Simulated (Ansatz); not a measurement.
# ZnSe: the cost of one run

Program: Ansatz 0.2.0. Level of theory: DFT PBEsol, all-electron LAPW, scalar-relativistic unless said. These are calculated values, not measurements.

**1. The system as given**

Symmetry: F-43m, No. 216, cubic system. The conventional cell has a = 5.633 Å, b = 5.633 Å, c = 5.633 Å, α = 90.00°, β = 90.00°, γ = 90.00°. Zn (site symmetry -43m) is surrounded by 4 Se at 2.44 Å. Se (site symmetry -43m) is surrounded by 4 Zn at 2.44 Å.

Coordinates:

```cif
data_structure
_symmetry_space_group_name_H-M 'F-43m'
_symmetry_Int_Tables_number 216
_cell_length_a 5.6332
_cell_length_b 5.6332
_cell_length_c 5.6332
_cell_angle_alpha 90.000
_cell_angle_beta 90.000
_cell_angle_gamma 90.000
_cell_volume 178.76
loop_
_atom_site_label
_atom_site_type_symbol
_atom_site_symmetry_multiplicity
_atom_site_Wyckoff_symbol
_atom_site_fract_x
_atom_site_fract_y
_atom_site_fract_z
_atom_site_occupancy
Zn1 Zn 4 a 0.00000 0.00000 0.00000 1
Se1 Se 4 c 0.25000 0.25000 0.25000 1
```

Cartesian axes are those of the input's lattice vectors. The structure goes back to a database entry.

**2. Reference run, fine mesh, LAPW**

input.yaml

```yaml
crystal:
  lattice:
    - [0.0, 2.81659107405, 2.81659107405]
    - [2.81659107405, 0.0, 2.81659107405]
    - [2.81659107405, 2.81659107405, 0.0]
  atoms:
    - { symbol: Zn, position: [0.0, 0.0, 0.0] }
    - { symbol: Se, position: [0.75, 0.75, 0.75] }
kpoints:
  mp_grid: { grid: [8, 8, 8] }
scf:
  occupations: { method: fixed }
hamiltonian:
  xc: pbesol
  pseudopotentials: { kind: all_electron, lapw: { basis_error: 0.001 } }
output:
  forces: true
  stress: true
  eigenvalues: true
  eigenstates:
    nscf_kmesh: { grid: [12, 12, 12] }
    de_dk: true
    e_range: [-9, 11.23960778289]
  optics:
    e_range: [0, 30]
    de: 0.2
    sigma: 0.15
    bands: { spectra_wanted_up_to: 30 }
    nscf_kmesh: { grid: [12, 12, 12] }
checkpoint:
  write: ck
  write_wavefunctions: false
```

Started as:

```bash
$ ansatz run input.yaml --threads 1 --pin off --max-ram 3072MiB --backend cpu --events-out ev --progress --plain --runs-dir out
```

What time and memory should one allow on 1 thread of Arm Neoverse V2, shared host?

About 91 s, with a peak of 0.37 GiB.
